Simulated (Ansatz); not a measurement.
# KTaO₃: stiffness from a series of strains

```xyz
5
Lattice="3.9883 0.0000 0.0000 0.0000 3.9883 0.0000 0.0000 0.0000 3.9883" Properties=species:S:1:pos:R:3 pbc="T T T"
K     1.9942    1.9942    1.9942
Ta    0.0000    0.0000    0.0000
O     1.9942    0.0000    0.0000
O     0.0000    1.9942    0.0000
O     0.0000    0.0000    1.9942
```

Atoms are numbered in the order listed.

The cell comes from COD entry 2102087, which wasn't checked; take it as a given geometry.

No spin–orbit coupling, which matters for the heavy atoms here.

These are results of Ansatz 0.2.0, DFT, PBE, all-electron LAPW, scalar-relativistic, not measurements.

The runs use a Γ-centred 5×5×5 k mesh, Fermi–Dirac smearing of 0.01 eV, basis error target 0.5 meV/atom, no spin polarisation.

The strain is applied along the Cartesian axes of the cell as listed (the other components stay zero). Fractional coordinates are held (clamped ions).

σ is the change of stress from the unstrained cell, which is at 5.49 GPa; tension is positive, so slopes are stress–strain coefficients at that pressure.

Only quantities that a quadratic follows smoothly over the whole series are listed; rougher ones are left out.

| εxx = εyy | σzz (GPa) | σxx (GPa) |
| --- | --- | --- |
| -0.0300 | -5.65 | -19.75 |
| -0.0200 | -3.64 | -12.38 |
| -0.0100 | -1.76 | -5.82 |
| 0.0000 | 0.00 | 0.00 |
| 0.0200 | 3.16 | 9.72 |
| 0.0300 | 4.57 | 13.74 |

Q: Fit the series and read off the stiffness at zero strain.

A: Least-squares fits y = p0 + p1 x + p2 x² to the rows give σzz (GPa): p1 = 170, p2 = -600; σxx (GPa): p1 = 556, p2 = -3400. So 2 C12 = 170 GPa and C11 + C12 = 556 GPa.

Q: One run, at εxx = εyy = 0.0100, is withheld. Predict its row.

A: The fits give 1.64, 5.26; the run gave 1.64, 5.16.
